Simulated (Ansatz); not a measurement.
# How much does Cr in W(100), 2x2 scatter?, part 3 of 3

How strong a scatterer is Cr in W(100), 2x2, and does relaxation matter?

Ansatz 0.2.0; Ansatz plane-wave DFT, PBE, PAW files, collinear spin; ballistic transport by layer matching (Landauer), zero bias; PAW set soft_1 (the session's first sound run).

So far, resistivity per at.% scaled from this dense plane, with the factor 3/4 for isotropic scattering (µΩ cm): step 3 (resistance at ideal sites) 0.662.

## Step 5: Transmission after relaxation, relaxed yes

The transmission is solved again on the relaxed atoms.

This step: Ansatz plane-wave DFT, PBE, PAW files, collinear spin; ballistic transport by layer matching (Landauer), zero bias; PAW set soft_1 (Ansatz 0.2.0).

File input.yaml:

```yaml
crystal:
  lattice:
    - [6.3296, 0.0, 0.0]
    - [0.0, 6.3296, 0.0]
    - [0.0, 0.0, 28.4832]
  atoms:
    - { symbol: W, position: [0.0, 0.0, 0.0277777778] }
    - { symbol: W, position: [0.0, 0.5, 0.0277777778] }
    - { symbol: W, position: [0.5, 0.0, 0.0277777778] }
    - { symbol: W, position: [0.5, 0.5, 0.0277777778] }
    - { symbol: W, position: [0.25, 0.25, 0.0833333333] }
    - { symbol: W, position: [0.25, 0.75, 0.0833333333] }
    - { symbol: W, position: [0.75, 0.25, 0.0833333333] }
    - { symbol: W, position: [0.75, 0.75, 0.0833333333] }
    - { symbol: W, position: [0.0, 0.0, 0.1388888889] }
    - { symbol: W, position: [0.0, 0.5, 0.1388888889] }
    - { symbol: W, position: [0.5, 0.0, 0.1388888889] }
    - { symbol: W, position: [0.5, 0.5, 0.1388888889] }
    - { symbol: W, position: [0.25, 0.25, 0.1944444444] }
    - { symbol: W, position: [0.25, 0.75, 0.1944444444] }
    - { symbol: W, position: [0.75, 0.25, 0.1944444444] }
    - { symbol: W, position: [0.75, 0.75, 0.1944444444] }
    - { symbol: W, position: [0.0, 0.0, 0.25] }
    - { symbol: W, position: [0.0, 0.5, 0.25] }
    - { symbol: W, position: [0.5, 0.0, 0.25] }
    - { symbol: W, position: [0.5, 0.5, 0.25] }
    - { symbol: W, position: [0.25, 0.25, 0.3058558368] }
    - { symbol: W, position: [0.25, 0.75, 0.3057968834] }
    - { symbol: W, position: [0.75, 0.25, 0.3057968834] }
    - { symbol: W, position: [0.75, 0.75, 0.3058112207] }
    - { symbol: W, position: [6.0378e-06, 6.0378e-06, 0.3615956779] }
    - { symbol: W, position: [6.0378e-06, 0.4999939622, 0.3615956779] }
    - { symbol: W, position: [0.4999939622, 6.0378e-06, 0.3615956779] }
    - { symbol: W, position: [0.4999939622, 0.4999939622, 0.3615956779] }
    - { symbol: W, position: [0.25, 0.25, 0.417453219] }
    - { symbol: W, position: [0.25, 0.75, 0.4173164103] }
    - { symbol: W, position: [0.75, 0.25, 0.4173164103] }
    - { symbol: W, position: [0.75, 0.75, 0.4174008604] }
    - { symbol: W, position: [0.0020646269, 0.0020646269, 0.4730634352] }
    - { symbol: W, position: [0.0020646269, 0.4979353731, 0.4730634352] }
    - { symbol: W, position: [0.4979353731, 0.0020646269, 0.4730634352] }
    - { symbol: W, position: [0.4979353731, 0.4979353731, 0.4730634352] }
    - { symbol: Cr, position: [0.25, 0.25, 0.5278818674], spin: 2.5 }
    - { symbol: W, position: [0.25, 0.75, 0.5278769719] }
    - { symbol: W, position: [0.75, 0.25, 0.5278769719] }
    - { symbol: W, position: [0.75, 0.75, 0.5278741639] }
    - { symbol: W, position: [0.0020504743, 0.0020504743, 0.5826899356] }
    - { symbol: W, position: [0.0020504743, 0.4979495257, 0.5826899356] }
    - { symbol: W, position: [0.4979495257, 0.0020504743, 0.5826899356] }
    - { symbol: W, position: [0.4979495257, 0.4979495257, 0.5826899356] }
    - { symbol: W, position: [0.25, 0.25, 0.6383051308] }
    - { symbol: W, position: [0.25, 0.75, 0.6384410298] }
    - { symbol: W, position: [0.75, 0.25, 0.6384410298] }
    - { symbol: W, position: [0.75, 0.75, 0.6383646696] }
    - { symbol: W, position: [2.38071e-05, 2.38071e-05, 0.6941441683] }
    - { symbol: W, position: [2.38071e-05, 0.4999761929, 0.6941441683] }
    - { symbol: W, position: [0.4999761929, 2.38071e-05, 0.6941441683] }
    - { symbol: W, position: [0.4999761929, 0.4999761929, 0.6941441683] }
    - { symbol: W, position: [0.25, 0.25, 0.75] }
    - { symbol: W, position: [0.25, 0.75, 0.75] }
    - { symbol: W, position: [0.75, 0.25, 0.75] }
    - { symbol: W, position: [0.75, 0.75, 0.75] }
    - { symbol: W, position: [0.0, 0.0, 0.8055555556] }
    - { symbol: W, position: [0.0, 0.5, 0.8055555556] }
    - { symbol: W, position: [0.5, 0.0, 0.8055555556] }
    - { symbol: W, position: [0.5, 0.5, 0.8055555556] }
    - { symbol: W, position: [0.25, 0.25, 0.8611111111] }
    - { symbol: W, position: [0.25, 0.75, 0.8611111111] }
    - { symbol: W, position: [0.75, 0.25, 0.8611111111] }
    - { symbol: W, position: [0.75, 0.75, 0.8611111111] }
    - { symbol: W, position: [0.0, 0.0, 0.9166666667] }
    - { symbol: W, position: [0.0, 0.5, 0.9166666667] }
    - { symbol: W, position: [0.5, 0.0, 0.9166666667] }
    - { symbol: W, position: [0.5, 0.5, 0.9166666667] }
    - { symbol: W, position: [0.25, 0.25, 0.9722222222] }
    - { symbol: W, position: [0.25, 0.75, 0.9722222222] }
    - { symbol: W, position: [0.75, 0.25, 0.9722222222] }
    - { symbol: W, position: [0.75, 0.75, 0.9722222222] }
magnetization:
  spin_polarized: true
kpoints:
  mp_grid: { grid: [4, 4, 1] }
hamiltonian:
  xc: pbe
  pseudopotentials: { kind: paw, azcp: { folder: soft_1 } }
scf:
  occupations: { method: fermi_dirac, width: 0.1 }
output:
  transmission: { leads: [[0, 4]], kmesh: [8, 8], e_range: [-0.05, 0.05], de: 0.05 }
  write_potential: true
  write_density: true
  volumetric_format: npy
```

Launch:

```
> ansatz run input.yaml --threads 4 --pin off --max-ram 15360MiB --backend cpu --events-out ev --progress --plain --runs-dir out
```

Numbers of over 12 decimals in the logs are rounded to 6 here.

The program printed:

```text
[...]
Crystal: 72 atoms, lattice volume = 1141.146 Å³
Basis set: ecut = 420 eV, 22299 PW (Γ)
Bands: 607, of which v1, the nominal top of the filled ones, is band 504 counted from 1 (503 counted from 0)
Symmetry: 8 space group operations
[...]
k-points: 6 of 16
[...]
Starting moments: Σ|m| = 2.5 μB on 1 of 72 sites
[...]
SCF iter   1: F=—  HF=-740795.606015 eV  |F-HF|=—  |Δ(HF+E_count)|=         —  Δρ=3.49e-2 (↑3.23e-2 ↓3.49e-2)  dr2=2.61e2  dr2_m=4.61e-1  M=1.574 μB ∫|m|=1.892 μB  β_m=0.30  ethr=3.10e-3  ⟨swp⟩=5.1  Hψ=24694  notcnv=0
[...]
SCF iter  16: F=-740778.032365 eV  HF=-740778.032365 eV  |F-HF|=1.01e-8  |Δ(HF+E_count)|=   1.05e-9  Δρ=2.63e-7 (↑2.63e-7 ↓2.51e-7)  dr2=1.09e-8  dr2_m=5.51e-12  M=0.000 μB ∫|m|=0.000 μB  ethr=9.70e-12  ⟨swp⟩=5.8  Hψ=22119  notcnv=0
SCF 1 converged in 16 iterations: F = -740778.032365 eV  dr2 = 1.09e-8
[...]
transmission: 108 of 1080 steps passed
transmission: 216 of 1080 steps passed
[...]
transmission: 1080 of 1080 steps passed
SCF converged after 16 iterations
Magnetization: 0.0000 μB (504.0000 up, 504.0000 down)
Absolute magnetization: 0.0000 μB (∫|ρ↑−ρ↓|, with the PAW one-centre terms)
[...]
Per-site moments (μB) at R_I (Å): [(5.496699003462285e-8, 1.130579), (5.4966989626229303e-8, 1.130579), (5.4966990023835397e-8, 1.130579), (5.49669896728903e-8, 1.130579), (-6.905129181573215e-8, 1.130579), (-5.3644083156370114e-8, 1.130579), (-5.364408312024424e-8, 1.130579), (-5.942764073752858e-8, 1.130579), (2.4602794668673252e-8, 1.130579), (2.460279425605952e-8, 1.130579), (2.4602794609133384e-8, 1.130579), (2. [...]
Free energy (F): -740778.032365 eV
[...]
Internal energy: -740776.774181 eV  (E = F + TS)
E sigma→0 (E₀):  -740777.403273 eV
Entropy (-TS):   -1.258184 eV (-17.475 meV/atom)
Fermi energy:    22.301371 eV
[...]
--- Band table (eV; the first three rows and the last of 12) ---
  k-point 0 ↑: bands = [... 500 lower, 22.2249, 22.2249, 22.2343, 22.2343, 22.2481, 22.2610, 22.2626, 22.2919, ... 99 higher]
  k-point 1 ↑: bands = [... 500 lower, 22.1749, 22.1768, 22.2046, 22.2253, 22.2635, 22.2744, 22.3217, 22.3431, ... 99 higher]
  k-point 2 ↑: bands = [... 500 lower, 22.3603, 22.3812, 22.3951, 22.4018, 22.4262, 22.4393, 22.4612, 22.5109, ... 99 higher]
  k-point 5 ↓: bands = [... 500 lower, 21.6151, 21.6151, 21.6192, 21.6217, 22.4078, 22.4082, 22.4401, 22.4401, ... 99 higher]
--- Transmission ---
  basis      : 349 plane waves across, 36 finite elements along
  points     : 15, standing for a mesh of 8 x 8
[...]
channels       : 5.281250e0 up, 5.281250e0 down
[...]
slowest decay  : 0.0388 /Å at (0.5000, 0.5000)
  junction   : crystal 0 to crystal 0, 0.88 to 27.78 Å
    transmission   : 4.893470e0 up, 4.893468e0 down
[...]
```

It took 30 min on 4 threads of Arm Neoverse V1, shared host; peak memory 8.6 GiB.

Numbers from this step:

```yaml
transmission_spin_up: 4.893
transmission_spin_down: 4.893
open_channels_spin_up: 5.281
open_channels_spin_down: 5.281
step_of_the_lead_s_potential: 0.8 meV
```

Per spin. Table of transmission, zone mean, T up = T down by energy, zero at the Fermi level:

```
energy (eV)  transmission, zone mean, T up = T down
    -0.0500                                    4.58
     0.0000                                    4.89
     0.0500                                    5.43
```

Nearest the Fermi level spin up passes 4.89 of 5.28 channels of the lower lead and spin down 4.89 of 5.28.

## Step 6: Resistance after relaxation

This step: Ansatz plane-wave DFT, PBE, PAW files, collinear spin; ballistic transport by layer matching (Landauer), zero bias; area resistance of the defect plane and resistivity an atomic per cent; PAW set soft_1 (Ansatz 0.2.0).

This step gave:

* area resistance: 0.04594 fΩ m²
* T over the leads' mean channel count: 0.9559
* spin asymmetry γ: -7.60e-6 (R down - R up) / (R down + R up)
* resistivity per at.% scaled from this dense plane, with the factor 3/4 for isotropic scattering: 0.8709 µΩ cm

Averaged over the energies near the Fermi level, 95.6 % of the channels pass, which makes 0.0459 fΩ m², against 0.0349 on ideal sites.

## Step 7: Outcome

| Item | Value |
| --- | --- |
| share of channels that pass, rigid | 0.967 |
| area resistance, rigid | 0.0349 fΩ m² |
| resistivity per at.% from the area resistance, times 3/4, rigid | 0.662 µΩ cm |
| share of channels that pass, relaxed | 0.956 |
| area resistance, relaxed | 0.0459 fΩ m² |
| resistivity per at.% from the area resistance, times 3/4, relaxed | 0.871 µΩ cm |

In words: The plane of defects adds 0.046 fΩ m². Scaled to one atomic per cent that is 1.2 µΩ cm as it stands and 0.87 with the factor 3/4 for isotropic scattering on a spherical Fermi surface. These are rough estimates of the dilute value, not bounds. One Cr in each 2x2 cell reflects 4.4 % of the lead's channels. The relaxed cell differs by 32 % in resistance; between the two runs the lead's own channel count goes from 10.2 to 10.4, so sampling may have a part in it. The run was started with a moment but lost it, so both spins scatter alike. The defects form a dense periodic sheet that scatters coherently, unlike a dilute random alloy. T and N are means over the solved energies nearest the Fermi level. Spin-orbit coupling is left out, which matters for W. One magnetic start was tried, and the two spins conduct in parallel without mixing.

[Logs are printed without paths, hosts, clocks, repeated set-up lines and the standing remarks that a program may print on its own settings, such as how far it seeks lower states.]

[Hosts, paths, dates, database ids (printed as entryN), source tags and the programs' standing remarks are cut or masked in the printed files.]
